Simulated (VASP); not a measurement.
# Vacuum and the quasiparticle gap of a sheet of P, part 2 of 5

How does the G0W0 gap of a single sheet of P depend on the vacuum between its repeats?

VASP 6.6.1, plane waves and PAW; the level of theory is named at each step.

So far. Step 2 (Relaxation): At PBE, with these data sets, the largest force is down to 5.6e-4 eV/Å. The lattice constant was typed and isn't relaxed: the sheet is compressed, by 6.0 N/m.

### Step 3. Ground state

This step: PBE; plane waves and PAW (P_GW) (VASP 6.6.1).

The orbitals come from a self-consistent PBE run with a tight EDIFF and a narrow smearing. KPOINTS_OPT adds the bands along a path, which shows whether the mesh holds the band edges.

File INCAR:

```
SYSTEM = P
PREC = Accurate
ENCUT = 300
EDIFF = 1E-08
NELM = 100
ISMEAR = 0
SIGMA = 0.01
LREAL = .FALSE.
ALGO = Normal
GGA = PE
NBANDS = 11
LORBIT = 11
LWAVE = .TRUE.
LCHARG = .FALSE.
KPAR = 8
```

File POSCAR:

```
P
1.0
    3.1002073000      0.0000000000      0.0000000000
   -1.5501036500      2.6848582788      0.0000000000
    0.0000000000      0.0000000000      9.0000000000
P
2
Direct
    0.3333333333      0.6666666667      0.4290453371
    0.6666666667      0.3333333333      0.5709546629
```

File KPOINTS:

```
Automatic mesh
0
Gamma
9 9 1
0 0 0
```

File KPOINTS_OPT:

```
Line mode
12
Line-mode
Reciprocal
  0.00000000   0.00000000   0.00000000 GAMMA
  0.50000000   0.00000000   0.00000000 M

  0.50000000   0.00000000   0.00000000 M
  0.33333333   0.33333333   0.00000000 K

  0.33333333   0.33333333   0.00000000 K
  0.00000000   0.00000000   0.00000000 GAMMA

  0.00000000   0.00000000   0.00000000 GAMMA
  0.00000000   0.00000000   0.50000000 A

  0.00000000   0.00000000   0.50000000 A
  0.50000000   0.00000000   0.50000000 L

  0.50000000   0.00000000   0.50000000 L
  0.33333333   0.33333333   0.50000000 H

  0.33333333   0.33333333   0.50000000 H
  0.00000000   0.00000000   0.50000000 A

  0.50000000   0.00000000   0.50000000 L
  0.50000000   0.00000000   0.00000000 M

  0.33333333   0.33333333   0.00000000 K
  0.33333333   0.33333333   0.50000000 H
```

The projector-augmented-wave data sets are P_GW (PBE family, release 64).

On the command line:

```sh
$ mpirun -np 8 vasp_std
```

Log:

```text
[banner, memory and clock lines left out]
running    8 mpi-ranks, on    1 nodes
 distrk:  each k-point on    1 cores,    8 groups
 distr:  one band on    1 cores,    1 groups

 POSCAR found type information on POSCAR P
 POSCAR found :  1 types and       2 ions
 [... a notice as in an earlier step ...]

 LDA part: xc-table for (Slater+PW92), standard interpolation
 POSCAR, INCAR and KPOINTS ok, starting setup
 FFT: planning ... GRIDC
 FFT: planning ... GRID_SOFT
 FFT: planning ... GRID
 WAVECAR not read
 entering main loop
       N       E                     dE             d eps       ncg     rms          rms(c)
DAV:   1     0.319797438693E+02    0.31980E+02   -0.28587E+03   264   0.453E+02
DAV:   2    -0.837995336626E+01   -0.40360E+02   -0.39538E+02   412   0.129E+02
DAV:   3    -0.106007822326E+02   -0.22208E+01   -0.22120E+01   343   0.308E+01
DAV:   4    -0.106775399806E+02   -0.76758E-01   -0.76635E-01   428   0.606E+00
DAV:   5    -0.106784416773E+02   -0.90170E-03   -0.90164E-03   366   0.622E-01    0.262E+00
DAV:   6    -0.105542007285E+02    0.12424E+00   -0.95444E-02   315   0.165E+00    0.151E+00
DAV:   7    -0.105053237459E+02    0.48877E-01   -0.14492E-01   342   0.205E+00    0.203E-01
DAV:   8    -0.105052829853E+02    0.40761E-04   -0.10985E-02   294   0.818E-01    0.388E-02
DAV:   9    -0.105052400575E+02    0.42928E-04   -0.10297E-03   367   0.224E-01    0.269E-02
DAV:  10    -0.105053435674E+02   -0.10351E-03   -0.43161E-04   272   0.112E-01    0.153E-02
DAV:  11    -0.105053488035E+02   -0.52361E-05   -0.69136E-05   294   0.611E-02    0.104E-02
DAV:  12    -0.105053657241E+02   -0.16921E-04   -0.24129E-05   270   0.330E-02    0.238E-03
DAV:  13    -0.105053664849E+02   -0.76082E-06   -0.21655E-06   360   0.910E-03    0.111E-03
DAV:  14    -0.105053665940E+02   -0.10915E-06   -0.45443E-07   297   0.454E-03    0.218E-04
DAV:  15    -0.105053666231E+02   -0.29027E-07   -0.33594E-08   393   0.961E-04    0.140E-04
DAV:  16    -0.105053666339E+02   -0.10886E-07   -0.45367E-09   237   0.424E-04    0.472E-05
DAV:  17    -0.105053666298E+02    0.41546E-08   -0.59606E-10   186   0.169E-04
   1 F= -.10505367E+02 E0= -.10505367E+02  d E =-.201319E-13
 Start KPOINTS_OPT (optional k-point list driver)
k-point batch [1-12\108]
       N       E                     dE             ncg
DAV:   1    -0.184193565138E+03   -0.18375E+04      264
DAV:   2    -0.641941060226E+03   -0.45775E+03      388
DAV:   3    -0.676449306565E+03   -0.34508E+02      326
DAV:   4    -0.677839289992E+03   -0.13900E+01      419
DAV:   5    -0.677878237585E+03   -0.38948E-01      369
DAV:   6    -0.677879010373E+03   -0.77279E-03      422
DAV:   7    -0.677879046575E+03   -0.36202E-04      417
DAV:   8    -0.677879047010E+03   -0.43483E-06      414
DAV:   9    -0.677879047026E+03   -0.16300E-07      334
DAV:  10    -0.677879047026E+03   -0.23101E-09      238
[...]
k-point batch [97-108\108]
       N       E                     dE             ncg
DAV:   1    -0.268416379316E+03   -0.41325E+04      264
DAV:   2    -0.752690606673E+03   -0.48427E+03      433
DAV:   3    -0.771152348527E+03   -0.18462E+02      344
DAV:   4    -0.771477697155E+03   -0.32535E+00      432
DAV:   5    -0.771481027303E+03   -0.33301E-02      350
DAV:   6    -0.771481094310E+03   -0.67006E-04      448
DAV:   7    -0.771481095012E+03   -0.70216E-06      364
DAV:   8    -0.771481095030E+03   -0.17854E-07      432
DAV:   9    -0.771481095031E+03   -0.78694E-09      321
 writing wavefunctions
```

The job ended after 6.6 s (8 MPI ranks of Intel Xeon Platinum 8488C (Sapphire Rapids), shared host; peak memory 1.1 GiB; 42 s of CPU time).

From OUTCAR (step 3):

```text
The static configuration has the point symmetry D_3d.

 Found     12 irreducible k-points:

   k-points           NKPTS =     12   k-points in BZ     NKDIM =     12   number of bands    NBANDS=     11

   dimension x,y,z NGX =    18 NGY =   18 NGZ =   54
   dimension x,y,z NGXF=    36 NGYF=   36 NGZF=  108

   ENCUT  =  300.0 eV  22.05 Ry    4.70 a.u.   4.38  4.38 12.71*2*pi/ulx,y,z

   NELECT =      10.0000    total number of electrons

 E-fermi :   0.0669

 k-point     1 :       0.0000    0.0000    0.0000
  band No.  band energies     occupation
      1     -15.6010      2.00000
      2      -7.6817      2.00000
      3      -1.6570      2.00000
      4       0.0193      2.00000
      5       0.0193      2.00000
      6       4.0164      0.00000
      7       4.0164      0.00000
      8       4.8922      0.00000
      9       4.9866      0.00000
     10       5.2836      0.00000
    ...

 k-point     2 :       0.1111    0.0000    0.0000
  band No.  band energies     occupation
      1     -15.3728      2.00000
      2      -7.4878      2.00000
      3      -1.5976      2.00000
      4      -1.4922      2.00000
      5      -0.5087      2.00000
      6       3.4955      0.00000
      7       4.6487      0.00000
      8       5.1853      0.00000
      9       5.5282      0.00000
     10       6.1857      0.00000
    ...

  Total        3.1759074      3.1759074      0.0368542      0.0000000      0.0000000      0.0000000
  in kB       67.9240857     67.9240857      0.7882116      0.0000000      0.0000000      0.0000000
  external PRESSURE =      45.5454610 kB  Pullay stress =       0.0000000 kB

  energy-cutoff  :      300.00
  volume of cell :       74.91
      direct lattice vectors                 reciprocal lattice vectors
     3.100207300  0.000000000  0.000000000     0.322559075  0.186229569  0.000000000
    -1.550103650  2.684858279  0.000000000     0.000000000  0.372459138  0.000000000
     0.000000000  0.000000000  9.000000000     0.000000000  0.000000000  0.111111111

 POSITION                                       TOTAL-FORCE (eV/Angst)
 -----------------------------------------------------------------------------------
     -0.00000      1.78991      3.86141         0.000000     -0.000000     -0.134778
      1.55010      0.89495      5.13859        -0.000000      0.000000      0.134778
 -----------------------------------------------------------------------------------
    total drift:                                0.000000     -0.000000     -0.000000

  FREE ENERGIE OF THE ION-ELECTRON SYSTEM (eV)
  ---------------------------------------------------
  free  energy   TOTEN  =       -10.5053666298 eV

  energy  without entropy=      -10.5053666298  energy(sigma->0) =      -10.50536663

 total charge
# of ion       s       p       d       tot
------------------------------------------
    1        1.212   1.583   0.126   2.920
    2        1.212   1.583   0.126   2.920
--------------------------------------------------
tot          2.423   3.165   0.251   5.840

[... 2 parts as in an earlier step ...]

[... 7 further parts left out ...]
```

This step gave:

- free energy (TOTEN): -10.51 eV
- Fermi energy: 0.0669 eV
- least gap on mesh and path: 1.086 eV
- least direct gap on mesh and path: 2.479 eV

The highest empty bands on the path are converged less tightly, to about 0.1 eV. Electronic bands along the path, in eV, zero at the valence-band top; v1 is the highest filled band, c1 the lowest empty one:

```tsv
point	v4	v3	v2	v1	c1	c2	c3	c4
Γ	-7.70	-1.68	0.00	0.00	4.00	4.00	4.87	4.97
0.45 of the way	-7.00	-4.30	-1.48	-1.10	2.27	4.85	5.39	6.17
M	-9.91	-3.99	-2.60	-2.32	1.67	2.57	5.16	5.42
0.45 of the way	-9.81	-4.79	-3.41	-2.19	2.20	3.95	4.37	5.94
K	-10.37	-6.49	-2.50	-2.50	1.09	4.87	4.87	7.79
0.45 of the way	-6.98	-5.01	-3.71	-0.85	3.08	3.68	6.26	6.26
Γ	-7.70	-1.68	0.00	0.00	4.00	4.00	4.87	4.97
0.45 of the way	-7.70	-1.67	0.00	0.00	4.00	4.00	4.36	4.87
A	-7.70	-1.66	0.00	0.00	4.00	4.00	4.03	4.87
0.45 of the way	-7.00	-4.30	-1.48	-1.08	2.27	4.97	5.09	5.40
L	-9.91	-3.99	-2.60	-2.32	1.67	2.58	5.16	5.47
0.45 of the way	-9.81	-4.79	-3.41	-2.19	2.21	3.96	4.38	5.98
H	-10.37	-6.49	-2.50	-2.50	1.09	4.89	4.89	7.86
0.45 of the way	-6.98	-5.01	-3.71	-0.84	3.11	3.68	6.00	6.35
A	-7.70	-1.66	0.00	0.00	4.00	4.00	4.03	4.87
jump to L	-9.91	-3.99	-2.60	-2.32	1.67	2.58	5.16	5.47
0.45 of the way	-9.91	-3.99	-2.60	-2.32	1.67	2.58	5.16	5.44
M	-9.91	-3.99	-2.60	-2.32	1.67	2.57	5.16	5.42
jump to K	-10.37	-6.49	-2.50	-2.50	1.09	4.87	4.87	7.79
0.45 of the way	-10.37	-6.49	-2.50	-2.50	1.09	4.88	4.88	7.82
H	-10.37	-6.49	-2.50	-2.50	1.09	4.89	4.89	7.86
```

The electronic bands as a text plot (rows in eV, shown from -8.0 to 4.9 only):

```
    4.6 | ++       +++++     ++  +++ ++       +++ +     +  +  +
    4.1 |+   +      +       +  +++++++  +      +       + +++
    3.5 | +   +    +    ++ ++++      +   +    +    ++ +++
    3.0 |  ++  ++         ++          +   +          ++
    2.5 |        +++     +             +   ++++     +       ++
    1.9 |    +   +  +   +               +   +  +   +        ++
    1.4 |     +++    +++                 +++    + +
    0.9 |                                        +            +++
    0.3 |
   -0.2 |**                     ******                    **
   -0.8 |  * **           ***  *        **           *** *
   -1.3 | ***  *         *   ***     ***            *   **
   -1.8 |**  ** *      **    *  *****   ****      **    * **
   -2.4 |  *   ********       *           ********          *****
   -2.9 |         *  ***    *                *  * *    *
   -3.4 |   *      **   *    *        *       **   *    *
   -4.0 |        **        *               ***        *     **
   -4.5 |       *  *     ** *          *  *   *     ** *
   -5.0 |    * *    *    ***            *           ***
   -5.6 |     *                          *     *
   -6.1 |            * **                       * **
   -6.7 |             *     *                    *     *      ***
   -7.2 |  ****            * **       ****            * *
   -7.7 |**               *    *******               *   ***
         Γ       M    K          Γ A        L    H        A|LM|KH
```

The cell has a gap of 1.09 eV on mesh and path; the in-plane stress times the cell height is +6.1 N/m (compression positive), so the typed lattice constant isn't this level's equilibrium. Forces of up to 0.13 eV/Å remain in these settings.

### Step 4. Empty bands, box 9 Å

The next step needs empty bands that the ground-state run didn't converge, so the Hamiltonian is diagonalised exactly for NBANDS bands, in a single step. LOPTICS writes the k-derivatives of the orbitals (WAVEDER), which give the long-wavelength limit of the screening.

File INCAR:

```
SYSTEM = P
PREC = Accurate
ENCUT = 300
ISMEAR = 0
SIGMA = 0.01
LREAL = .FALSE.
GGA = PE
NBANDS = 152
ALGO = Exact
NELM = 1
LWAVE = .TRUE.
LCHARG = .FALSE.
LOPTICS = .TRUE.
NEDOS = 1000
CSHIFT = 0.1
```

POSCAR is that of step 3.

KPOINTS is that of step 3.

On the command line:

```sh
$ mpirun -np 8 vasp_std
```

Log:

```text
[banner, memory and clock lines left out]
running    8 mpi-ranks, on    1 nodes
 distrk:  each k-point on    8 cores,    1 groups
 distr:  one band on    1 cores,    8 groups

 POSCAR found type information on POSCAR P
 POSCAR found :  1 types and       2 ions
 [... a notice as in an earlier step ...]

 LDA part: xc-table for (Slater+PW92), standard interpolation
 found WAVECAR, reading the header
  number of bands has changed, file:    11 present:   152
  trying to continue reading WAVECAR, but it might fail
 POSCAR, INCAR and KPOINTS ok, starting setup
 FFT: planning ... GRIDC
 FFT: planning ... GRID_SOFT
 FFT: planning ... GRID
 reading WAVECAR
 random initialization beyond band           11
 the WAVECAR file was read successfully
 initial charge from wavefunction
 entering main loop
       N       E                     dE             d eps       ncg     rms          rms(c)
DIA:   1    -0.105053666267E+02   -0.10505E+02    0.00000E+00     0   0.000E+00
   1 F= -.10505367E+02 E0= -.10505367E+02  d E =-.348680E-46
 writing wavefunctions
 optical routines
 imaginary and real dielectric function
 recalculating local potential from charge density
 direction            1
 direction            2
 direction            3
```

The job ended after 5.2 s (8 MPI ranks; peak memory 1.2 GiB).

OUTCAR, selected parts (step 4):

```text
The static configuration has the point symmetry D_3d.

 Found     12 irreducible k-points:

   k-points           NKPTS =     12   k-points in BZ     NKDIM =     12   number of bands    NBANDS=    152

   NELECT =      10.0000    total number of electrons

 E-fermi :   0.1183

  Total        3.1759332      3.1759332      0.0368281      0.0000000     -0.0000000      0.0000000
  in kB       67.9246379     67.9246379      0.7876531      0.0000000     -0.0000000      0.0000000
  external PRESSURE =      45.5456430 kB  Pullay stress =       0.0000000 kB

 POSITION                                       TOTAL-FORCE (eV/Angst)
 -----------------------------------------------------------------------------------
     -0.00000      1.78991      3.86141        -0.000000      0.000000     -0.134782
      1.55010      0.89495      5.13859         0.000000     -0.000000      0.134782
 -----------------------------------------------------------------------------------
    total drift:                                0.000000     -0.000000     -0.000000

  FREE ENERGIE OF THE ION-ELECTRON SYSTEM (eV)
  ---------------------------------------------------
  free  energy   TOTEN  =       -10.5053666267 eV

  energy  without entropy=      -10.5053666267  energy(sigma->0) =      -10.50536663

 plasma frequency squared (from intraband transitions) (eV^2)
  --------------------------------------------------------------------------------------
       0.000       0.000       0.000
       0.000       0.000      -0.000
       0.000      -0.000       0.000

[... 14 parts as in an earlier step ...]
```

The gap is read on the k-mesh alone, so it is an upper bound where the band edges lie off the mesh.

This step gave:

```
gap on the k-mesh              : 1.087 eV
least direct gap on the k-mesh : 2.479 eV
```

WAVECAR now holds 152 bands for 10 electrons.

(Continued in part 3 of 5.)

[Lines on the potential files, build, host, timing and source positions are cut from VASP's logs without a mark.]

[Logs are printed without paths, hosts, clocks, repeated set-up lines and the standing remarks that a program may print on its own settings, such as how far it seeks lower states.]

[Hosts, paths, dates, database ids (printed as entryN), source tags and the programs' standing remarks are cut or masked in the printed files.]

[Pressures printed for these runs are not shown converged in the cutoff: they can be off by several GPa and have the wrong sign.]
